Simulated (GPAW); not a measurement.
# Te2Mo (P6_3/mmc) in GPAW: settings compared

One crystal, Te2Mo, is run at these levels: BEEF-vdW, C09-vdW; tasks: equation of state, band structure.

All numbers are computed with GPAW 26.7.0; they aren't measurements. Logs are shortened: lines on timing, memory, paths and dates and some standing lists are left out, and cuts for length are marked. The log counts tension as positive stress, the text compression.

**The experiment to reproduce.**

“Broadband infrared study of pressure-tunable Fano resonance and metallization transition in 2H-MoTe2”, 2022, pmc:9569381 quotes, for a bulk crystal of Te2Mo at 300 K: band gap 0.88 ± 0.05 eV (indirect).

The results are compared with them further down.

### Step 1. The structure

It takes space group P6_3/mmc (No. 194, hexagonal). Conventional cell: a = 3.518 Å, b = 3.518 Å, c = 13.974 Å, α = 90.00°, β = 90.00°, γ = 120.00°. Te (site symmetry 3m) has 3 Mo at 2.72 Å as nearest neighbours. Mo (site symmetry -6m2) is surrounded by 6 Te at 2.72 Å.

### Step 2. Equation of state, BEEF-vdW

run.py

```python
from ase.eos import EquationOfState
from ase.io import Trajectory, read
from ase.units import GPa
from gpaw import GPAW, PW

atoms = read('POSCAR')

traj = Trajectory('eos.traj', 'w')
volumes, energies = [], []
for x in [0.94, 0.96, 0.98, 1.0, 1.02, 1.04, 1.06]:
    a = atoms.copy()
    a.set_cell(atoms.cell * x**(1 / 3), scale_atoms=True)
    calc = GPAW(mode=PW(600),
                xc={'name': 'BEEF-vdW', 'backend': 'libvdwxc'},
                kpts={'size': (5, 5, 2), 'gamma': True},
                occupations={'name': 'fermi-dirac', 'width': 0.05},
                nbands=46,
                convergence={'density': 1e-05, 'energy': 1e-05},
                maxiter=150,
                txt=f'eos-{x:.2f}.txt')
    a.calc = calc
    energies.append(a.get_potential_energy(force_consistent=True))
    volumes.append(a.get_volume())
    calc.write(f'eos-{x:.2f}.gpw')
    traj.write(a)
    print(f'{x:.2f} {volumes[-1]:10.4f} A^3 {energies[-1]:14.6f} eV', flush=True)

v0, e0, B = EquationOfState(volumes, energies, eos='birchmurnaghan').fit()
print(f'V0 = {v0:.4f} A^3, E0 = {e0:.6f} eV, B0 = {B / GPa:.2f} GPa')
```

POSCAR

```
Te2Mo
1.0
    3.5182000000      0.0000000000      0.0000000000
   -1.7591000000      3.0468505756      0.0000000000
    0.0000000000      0.0000000000     13.9736000000
Te Mo
4 2
Direct
    0.6666666667      0.3333333333      0.3790000000
    0.3333333333      0.6666666667      0.8790000000
    0.6666666667      0.3333333333      0.1210000000
    0.3333333333      0.6666666667      0.6210000000
    0.6666666667      0.3333333333      0.7500000000
    0.3333333333      0.6666666667      0.2500000000
```

Potentials or basis: GPAW PAW data sets (gpaw-data 1.2.1), pw.

Started as:

```sh
$ OMP_NUM_THREADS=1 python run.py
```

What it wrote:

```text
__  _  _
 | _ |_)|_||  |
 |__||  | ||/\| - 26.7.0

Input parameters:
  mode=PW(ecut=600.0),
  convergence={'density': 1e-05, 'energy': 1e-05},
  kpts=MonkhorstPack(size=(5, 5, 2), gamma=True),
  maxiter=150,
  nbands=46,
  occupations=Occupations(name='fermi-dirac', width=0.05),
  xc=XC(name='BEEF-vdW', backend='libvdwxc')

Diagonalizing LCAO Hamiltonian
Converting LCAO to pw mode

        Te

           Mo
        Te

           Te
        Mo

           Te

Atoms  # Å, Bohr magnetons
|   | symbol |         x |        y |         z |    initial magnetic moments |
|---|--------|-----------|----------|-----------|-----------------------------|
| 0 |     Te |  1.723190 | 0.994884 |  5.187883 | ( 0.0000,  0.0000,  0.0000) |
| 1 |     Te | -0.000000 | 1.989768 | 12.032055 | ( 0.0000,  0.0000,  0.0000) |
| 2 |     Te |  1.723190 | 0.994884 |  1.656290 | ( 0.0000,  0.0000,  0.0000) |
| 3 |     Te | -0.000000 | 1.989768 |  8.500462 | ( 0.0000,  0.0000,  0.0000) |
| 4 |     Mo |  1.723190 | 0.994884 | 10.266258 | ( 0.0000,  0.0000,  0.0000) |
| 5 |     Mo | -0.000000 | 1.989768 |  3.422086 | ( 0.0000,  0.0000,  0.0000) |

Unit cell  # Å
| periodic |         x |        y |         z |   lengths |     angles |
|----------|-----------|----------|-----------|-----------|------------|
|      yes |  3.446380 | 0.000000 |  0.000000 |  3.446380 |  90.000000 |
|      yes | -1.723190 | 2.984652 |  0.000000 |  3.446380 |  90.000000 |
|      yes |  0.000000 | 0.000000 | 13.688344 | 13.688344 | 120.000000 |

Number of symmetries: 12
Symmetry operations  # r_c * U_cc + t_c -> r_c
|    | kind |            matrix            |
|----|------|------------------------------|
|  0 |  σ   |  1, 1, 0,  0,-1, 0,  0, 0, 1 |
|  1 |  S6  |  1, 1, 0, -1, 0, 0,  0, 0,-1 |
|  2 |  E   |  1, 0, 0,  0, 1, 0,  0, 0, 1 |
|  3 |  C2  |  1, 0, 0, -1,-1, 0,  0, 0,-1 |
|  4 |  C2  |  0, 1, 0,  1, 0, 0,  0, 0,-1 |
|  5 |  C3  |  0, 1, 0, -1,-1, 0,  0, 0, 1 |
|  6 |  S6  |  0,-1, 0,  1, 1, 0,  0, 0,-1 |
|  7 |  σ   |  0,-1, 0, -1, 0, 0,  0, 0, 1 |
|  8 |  σ   | -1, 0, 0,  1, 1, 0,  0, 0, 1 |
|  9 |  i   | -1, 0, 0,  0,-1, 0,  0, 0,-1 |
| 10 |  C3  | -1,-1, 0,  1, 0, 0,  0, 0, 1 |
| 11 |  C2  | -1,-1, 0,  0, 1, 0,  0, 0,-1 |

BZ-sampling:
  Number of BZ points: 50
  Number of IBZ points: 10

  Monkhorst-Pack size: [5, 5, 2]
  Monkhorst-Pack shift: [0.0, 0.0, 0.25]

K-points  # in reciprocal-cell coordinates
|   |                                coordinates |     weight |
|---|--------------------------------------------|------------|
| 0 | (  0.00000000,   0.00000000,   0.00000000) | 0.02000000 |
| 1 | (  0.00000000,   0.00000000,   0.50000000) | 0.02000000 |
| 2 | (  0.20000000,   0.00000000,   0.00000000) | 0.12000000 |
| 3 | (  0.20000000,   0.00000000,   0.50000000) | 0.12000000 |
| 4 | (  0.40000000,  -0.20000000,   0.00000000) | 0.12000000 |
| 5 | (  0.40000000,  -0.20000000,   0.50000000) | 0.12000000 |
| 6 | (  0.40000000,   0.00000000,   0.00000000) | 0.12000000 |
| 7 | (  0.40000000,   0.00000000,   0.50000000) | 0.12000000 |
| 8 | (  0.40000000,   0.40000000,   0.00000000) | 0.12000000 |
| 9 | (  0.40000000,   0.40000000,   0.50000000) | 0.12000000 |

Plane wave coefficients: 4730
Cutoff: 600.0 eV

Spin-components: 1 (collinear spins)
Bands:           46
Projectors:      32
Spin-degeneracy: 2
Datatype:        complex128

Parallelization:
  kpt:    1
  domain: 1
  band:   1

Density:
  Valence electrons: 52.0
  Components: 1
  Grid points: [20 20 80]
  Charge: 0.0  # |e|

Potential:
  Grid points: [20 20 80]

species:
  Te:
    name:    Tellurium
    Z:       52.0
    valence: 6
    core:    46
    charge:  0.0  # [|e|]
    compensation charges:
      type: gauss
      rc: 0.36  # [Å]
      lmax: 2
    cutoffs:
      filter: 2.09  # [Å]
      core: 3.17  # [Å]
    projectors
    | kind |    occ | energy [eV] | rcut [Å] |
    |------|--------|-------------|----------|
    |   5s |  2.000 |     -15.089 |    1.180 |
    |   5p |  4.000 |      -5.955 |    1.196 |
    |    s |        |      12.123 |    1.180 |
    |    p |        |      21.256 |    1.196 |
    |    d |        |       0.000 |    1.238 |

    Using partial waves for Te as LCAO basis

  Mo:
    name:    Molybdenum
    Z:       42.0
    valence: 14
    core:    28
    charge:  0.0  # [|e|]
    compensation charges:
      type: gauss
      rc: 0.38  # [Å]
      lmax: 2
    cutoffs:
      filter: 2.16  # [Å]
      core: 1.42  # [Å]
    projectors
    | kind |    occ | energy [eV] | rcut [Å] |
    |------|--------|-------------|----------|
    |   4s |  2.000 |     -64.307 |    1.238 |
    |   5s |  1.000 |      -4.084 |    1.238 |
    |   4p |  6.000 |     -38.491 |    1.296 |
    |   5p |  0.000 |      -1.044 |    1.296 |
    |   4d |  5.000 |      -3.754 |    1.296 |
    |    d |        |      23.458 |    1.296 |

    Using partial waves for Mo as LCAO basis

Reference energy: -959430.878998  # eV

eigensolver:
  PPCG
  Converge bands: occupied
  niter=2

density mixing:
  MSR1-Mixer
  Pratt-step length: 0.05
  Maximum mixing coefficient: 0.75
  Old densities: 10
  SVD Regularization: 0.005
  Good broyden scale: 1.0
  Trust region scale: 1.0
  Backstep threshold: 4.0
  History deletion threshold: 6.0
  Fourier metric: weight=20.0, sigma=0.015

occupation numbers:
  Fermi-Dirac:
    width: 0.0500  # eV

poisson solver:
  ecut: 4800.0  # eV

xc functional:
  name: vdW-BEEF with libvdwxc
  Mode: serial
  Semilocal: BEEVDW with 2 nearest neighbor stencil
  Corresponding non-local functional: vdW-DF2
  Local blocksize: 40 x 40 x 160
  PAW datasets: PBE

convergence criteria:
- Maximum integral of absolute [dens]ity change: 1e-05 electrons / valence electron
- Maximum [total energy] change in last 3 cyles: 1e-05 eV / valence electron
- Maximum integral of absolute [eigenst]ate change: 4e-08 eV^2 / valence electron
maximum number of iterations: 150

SCF iterations
|iter     | |      energy | eigst |  dens |
|---------|-|-------------|-------|-------|
|iter:   1| | -955.569400 | +0.46 |       |
|iter:   2| | -955.628031 | -1.44 | -1.16 |
|iter:   3| | -956.882482 | -1.20 | -1.17 |
|iter:   4| | -955.264783 | -1.18 | -1.09 |
|iter:   5| | -954.968915 | -2.24 | -1.42 |
|iter:   6| | -954.980488 | -2.57 | -1.80 |
|iter:   7| | -954.981326 | -3.51 | -2.37 |
|iter:   8| | -954.976495 | -4.18 | -2.49 |
|iter:   9| | -954.976351 | -4.96 | -2.93 |
|iter:  10| | -954.976356c| -6.23 | -3.67 |
|iter:  11| | -954.976356c| -7.06 | -4.27 |
|iter:  12| | -954.976356c| -7.66c| -4.91 |
|iter:  13| | -954.976356c| -8.06c| -5.51c|

Converged in 13 steps
Energy contributions relative to reference atoms: (reference = -959430.878998)

Energy contributions:
  Kinetic:         104.505977
  Coulomb:        -102.877631
  Zero:              0.661239
  External:          0.000000
  Xc:             -957.265890
  Entropy:          -0.000104
  Spinorbit:         0.000000
  ----------------------------
  Free energy:    -954.976408
  Extrapolated:   -954.976356

dipole moment: (-0.000097, -0.000169, -0.000773)  # |e|*Ang

Fermi level: 9.128
Eigenvalues  # (at kpt = [0.000, 0.000, 0.000])
| band index |      eig [eV] | occ [0-2] |
|------------|---------------|-----------|
|          0 |       -52.224 |     2.000 |
|        ... |               |           |
|         18 |         6.841 |     2.000 |
|         19 |         7.594 |     2.000 |
|         20 |         7.677 |     2.000 |
|         21 |         7.677 |     2.000 |
|         22 |         7.713 |     2.000 |
|         23 |         7.713 |     2.000 |
[... 8 lines left out ...]
|         32 |        12.482 |     0.000 |
|         33 |        12.482 |     0.000 |
|        ... |               |           |
|         45 |        20.058 |     0.000 |

Gap: 0.682 eV
Transition (v -> c):
  (s=0, k=0, n=25, [0.00, 0.00, 0.00]) -> (s=0, k=4, n=26, [0.40, -0.20, 0.00])
Direct/indirect transitions are different
Direct gap: 1.326 eV
Transition at: (s=0, k=4, n=25, [0.40, -0.20, 0.00])
# Writing to eos-0.94.gpw (mode='')
```

It took 5.4 min on 1 thread of Arm Neoverse V2, shared host; peak memory 0.62 GiB.

Results:

- Equilibrium volume: 25.95 Å³/atom
- Bulk modulus at fixed shape and positions: 90 GPa
- Pressure derivative of the bulk modulus: 4.3

Energy against volume, from the lowest point:
```csv
volume (Å³/atom),energy (meV/atom)
23.467,79.79
23.966,49.05
24.466,26.44
24.965,11.20
25.464,2.62
25.963,0.00
26.463,2.75
```

Caveat: the k mesh is coarse (spacing up to 0.41 Å⁻¹), so the values aren't converged; the cell was scaled at fixed shape and fractional positions, which overstates the stiffness of a crystal with free parameters, most of all of layers and chains; the PAW data sets were made with another functional, which shifts forces and pressure a little. The run has no spin-orbit coupling, so splittings on Te are missing.

### Step 3. Band structure, C09-vdW, spin-orbit coupling, no magnetisation

run.py

```python
import numpy as np
from ase.dft.bandgap import bandgap
from ase.io import read, write
from gpaw import GPAW, PW
from gpaw.spinorbit import soc_eigenstates

atoms = read('POSCAR')

calc = GPAW(mode=PW(600),
            xc={'name': 'C09-vdW', 'backend': 'libvdwxc'},
            kpts={'size': (5, 5, 2), 'gamma': True},
            occupations={'name': 'fermi-dirac', 'width': 0.05},
            nbands=46,
            convergence={'density': 1e-05, 'energy': 1e-05},
            maxiter=150,
            txt='gpaw.txt')
atoms.calc = calc
energy = atoms.get_potential_energy()
forces = atoms.get_forces()
calc.write('gs.gpw')
write('result.traj', atoms)
print(f'Energy: {energy:.6f} eV')
print('Forces (eV/A):')
print(forces.round(4))
print('Fermi level:', round(calc.get_fermi_level(), 4), 'eV')
print(f'Gap: {bandgap(calc)[0]:.4f} eV, direct: {bandgap(calc, direct=True)[0]:.4f} eV')

path = atoms.cell.bandpath('GMKGALHA,LM,KH', npoints=100, eps=1e-4)
bs_calc = calc.fixed_density(kpts=path, symmetry='off', nbands=73,
                             convergence={'bands': 'CBM+6.0', 'eigenstates': 1e-6}, txt='bands.txt')
bs = bs_calc.band_structure()
bs.write('bs.json')
print(f'Gap on the path: {bandgap(bs_calc)[0]:.4f} eV')

soc = soc_eigenstates(bs_calc, theta=90, phi=45)
np.savetxt('soc_bands.dat', soc.eigenvalues(), fmt='%.4f')
mesh = soc_eigenstates('gs.gpw', theta=90, phi=45)
np.savetxt('soc_mesh.dat', mesh.eigenvalues(), fmt='%.4f')
print('Fermi level with spin-orbit coupling:', round(mesh.fermi_level, 4), 'eV')
```

POSCAR is that of step 2.

Potentials or basis: GPAW PAW data sets (gpaw-data 1.2.1), pw.

Started as:

```sh
$ OMP_NUM_THREADS=1 python run.py
```

Wall time 5.5 min (1 thread of Arm Neoverse V2, shared host); peak memory 1.1 GiB.

It converged, with:

- Free energy: 276.8074 eV
- Largest force: 0.141 eV/Å
- Band gap on the k mesh: 0.66 eV, indirect (least direct gap 1.19 eV)
- Band gap along the path: 0.66 eV, indirect (least direct gap 0.95 eV)

Forces in eV/Å, atoms in the order of the input:
```
Te   0.000  0.000  0.141
Te   0.000  0.000  0.141
Te   0.000  0.000 -0.141
Te   0.000  0.000 -0.141
Mo   0.000  0.000  0.000
Mo   0.000  0.000  0.000
```

Levels at the corners of the path, in eV from the valence-band top:
| point | band 50 | band 51 | band 52 | band 53 | band 54 | band 55 |
| --- | --- | --- | --- | --- | --- | --- |
| Γ | -0.37 | 0.00 | 0.00 | 2.49 | 2.49 | 2.63 |
| M | -0.58 | -0.33 | -0.33 | 1.19 | 1.19 | 1.25 |
| K | -0.40 | -0.07 | -0.07 | 0.88 | 0.88 | 0.91 |
| Γ | -0.37 | 0.00 | 0.00 | 2.49 | 2.49 | 2.63 |
| A | -0.09 | -0.09 | -0.09 | 2.53 | 2.54 | 2.54 |
| L | -0.46 | -0.46 | -0.46 | 1.21 | 1.21 | 1.21 |
| H | -0.37 | -0.15 | -0.15 | 0.89 | 0.89 | 0.93 |
| A | -0.09 | -0.09 | -0.09 | 2.53 | 2.54 | 2.54 |
| L | -0.46 | -0.46 | -0.46 | 1.21 | 1.21 | 1.21 |
| M | -0.58 | -0.33 | -0.33 | 1.19 | 1.19 | 1.25 |
| K | -0.40 | -0.07 | -0.07 | 0.88 | 0.88 | 0.91 |
| H | -0.37 | -0.15 | -0.15 | 0.89 | 0.89 | 0.93 |

Caveat: the k mesh is coarse; spin-orbit coupling was added after a scalar SCF, so levels and gaps hold it while energy, forces, pressure and moments don't; this program's spin-orbit splittings come out too wide for heavy elements; the PAW data sets were made with another functional, which shifts forces and pressure a little.

### Step 4. How close it comes

Step 3. A measured gap of Te2Mo is 0.88 eV (indirect; 300 K; quoted in “Broadband infrared study of pressure-tunable Fano resonance and metallization transition in 2H-MoTe2”, 2022, pmc:9569381); the calculated 0.66 eV misses it by -0.22 eV. The value is that of C09-vdW, without temperature or zero-point motion.
